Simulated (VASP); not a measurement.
# AlNi: convergence, energy along a vibration (SMASS = -2)

AlNi, atoms displaced along the mode, 2 atoms in the cell. PBE, energy along a line of displacements; PAW potentials Ni, Al (PBE set). VASP 6.6.1.

Wanted: harmonic frequency within 1 %.

Mode: optical mode at Gamma along x.

POSCAR of the starting run:
```
AlNi
1.0
    2.8810000000      0.0000000000      0.0000000000
    0.0000000000      2.8810000000      0.0000000000
    0.0000000000      0.0000000000      2.8810000000
Ni Al
1 1
Direct
    0.4912550036      0.5000000000      0.5000000000
    0.0190231396      0.0000000000      0.0000000000

    0.0062985837   0.0000000000   0.0000000000
   -0.0137014163   0.0000000000   0.0000000000
```

The series start from k mesh: 7 × 7 × 7; Cutoff (eV): 360; Step along the mode (Å): 0.02; Electronic threshold (eV): 1e-7; Smearing width (eV): 0.15; Precision and projection: Accurate, reciprocal space. Each series keeps the choices made before it, and each single choice may use up half of a tolerance.

## k mesh

| k mesh | Harmonic frequency (THz) | Time (s) |
|---|---|---|
| 3 × 3 × 3 | 9.176 | 25 |
| 4 × 4 × 4 | 8.806 | 34 |
| 5 × 5 × 5 | 8.929 | 42 |
| 7 × 7 × 7 | 8.915 | 88 |
| 8 × 8 × 8 | 8.971 | 100 |
| 10 × 10 × 10 | 8.926 | 191 |
| 13 × 13 × 13 (reference) | 8.915 | 400 |

## Cutoff (eV)

| Cutoff (eV) | Harmonic frequency (THz) | Time (s) |
|---|---|---|
| 190 | 8.289 | 64 |
| 230 | 8.716 | 90 |
| 270 | crashed | 103 |
| 320 | 8.934 | 208 |
| 360 | 8.926 | 191 |
| 410 (reference) | 8.904 | 238 |

## Electronic threshold (eV)

| Electronic threshold (eV) | Harmonic frequency (THz) | Time (s) |
|---|---|---|
| 0.001 | 8.924 | 148 |
| 0.0001 | 8.923 | 214 |
| 1e-5 | 8.923 | 252 |
| 1e-6 | 8.923 | 249 |
| 1e-7 | 8.923 | 291 |
| 1e-8 (reference) | 8.924 | 301 |

## Smearing width (eV)

| Smearing width (eV) | Harmonic frequency (THz) | Time (s) |
|---|---|---|
| 0.4 | 8.913 | 144 |
| 0.3 | 8.914 | 171 |
| 0.2 | 8.918 | 152 |
| 0.15 | 8.924 | 148 |
| 0.1 (reference) | 8.931 | 166 |

## Precision and projection

| Precision and projection | Harmonic frequency (THz) | Time (s) |
|---|---|---|
| Accurate, reciprocal space | 8.913 | 144 |
| Normal, reciprocal space | 8.916 | 97 |
| Normal, Auto | 8.916 | 134 |

## Question

The rows run from the loosest to the tightest (no order: precision and projection). For each series: choose the loosest value from which every tighter one stays within half of the tolerance; where there is no order, keep the first row unless others stay within half of the tolerance and take at least 30 % less time, and then take the fastest.

## Answer

- k mesh: 10 × 10 × 10
- Cutoff (eV): 320
- Electronic threshold (eV): 0.001
- Smearing width (eV): 0.4
- Precision and projection: Normal, reciprocal space

Also changed on the way, by series that aren't shown: Step along the mode (Å): 0.08.

## All choices together

| Input | Harmonic frequency (THz) | Time (s) |
|---|---|---|
| defaults on a coarse mesh (naive) | 8.81 | 5.8 |
| chosen settings | 8.916 | 97 |
| reference settings throughout | 8.873 | 501 |

The tolerance is met.

## The input

INCAR:
```
  GGA = PE
  PREC = Normal
  ENCUT = 320
  EDIFF = 0.001
  ALGO = Normal
  LREAL = False
  LASPH = True
  ISMEAR = 1
  SIGMA = 0.4
  ISYM = 0
  LWAVE = False
  LCHARG = False
  IBRION = 0
  SMASS = -2
  POTIM = 1
  NSW = 9
  NELMIN = 4
  KPAR = 2
  ISPIN = 2
  MAGMOM = 1 0
```

KPOINTS:
```
Automatic mesh
0
Gamma
  10 10 10
  0 0 0
```

POSCAR:
```
AlNi
1.0
    2.8810000000      0.0000000000      0.0000000000
    0.0000000000      2.8810000000      0.0000000000
    0.0000000000      0.0000000000      2.8810000000
Ni Al
1 1
Direct
    0.4650200142      0.5000000000      0.5000000000
    0.0760925585      0.0000000000      0.0000000000

    0.0251943347   0.0000000000   0.0000000000
   -0.0548056653   0.0000000000   0.0000000000
```

Commands:
```
cat potpaw_PBE.64/Ni/POTCAR potpaw_PBE.64/Al/POTCAR > POTCAR
mpirun -np 2 vasp_std > vasp.out
```

The naive input happens to agree within the tolerance here, in 5.8 s.

Limits: NELMIN = 4 forces that many electronic steps, so a loose EDIFF looks better here than it is.

The chosen input took VASP 6.6.1 97 s on 2 cores (Intel Xeon Platinum 8488C (Sapphire Rapids)), a shared host.

## An input that fails: SMASS left out, so the atoms move under their forces

It runs to its end, but against the unchanged starting input it is off by 3.1 % in the harmonic frequency.

Changes against the starting input:
```
- SMASS = -2
```
